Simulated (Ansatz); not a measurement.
TiC:

```xyz
2
Lattice="0.0000 2.1657 2.1657 2.1657 0.0000 2.1657 2.1657 2.1657 0.0000" Properties=species:S:1:pos:R:3 pbc="T T T"
Ti    0.0000    0.0000    0.0000
C     2.1657    2.1657    2.1657
```

The cell is a database's computed one.

| Quantity | Value |
| --- | --- |
| Program | Ansatz 0.2.0 |
| Task | relaxation of cell and atoms |
| Functional | PBEsol |
| Dispersion | D3(BJ) |
| Potentials or basis | all-electron LAPW, scalar-relativistic |
| Basis error allowed | 0.001 eV/atom |
| k mesh | 11 × 11 × 11 |
| Occupations | fermi-dirac, width 0.05 eV |
| Spin | no spin polarisation |

At the start: volume 10.16 Å³/atom.

Task: How do energy, volume and symmetry change on relaxing?

Result: Over 5 steps the energy falls by 22.4 meV/atom and the volume is 9.64 Å³/atom (-5.1 %); space group Fm-3m (No. 225, to 0.05 Å).

Step by step:
| step | energy change (eV) | largest force (eV/Å) | volume (Å³) |
| --- | --- | --- | --- |
| 1 | 0.0000 | 0.0000 | 20.32 |
| 2 | -0.0443 | 0.0000 | 19.38 |
| 3 | -0.0448 | 0.0000 | 19.27 |
| 4 | -0.0448 | 0.0000 | 19.28 |
| 5 | -0.0448 | 0.0000 | 19.28 |

Final structure:
```yaml
crystal:
  lattice:
    - [0.00000, 2.12835, 2.12835]
    - [2.12835, 0.00000, 2.12835]
    - [2.12835, 2.12835, 0.00000]
  atoms:
    - { symbol: Ti, position: [0.00000, 0.00000, 0.00000] }
    - { symbol: C, position: [0.50000, 0.50000, 0.50000] }
```
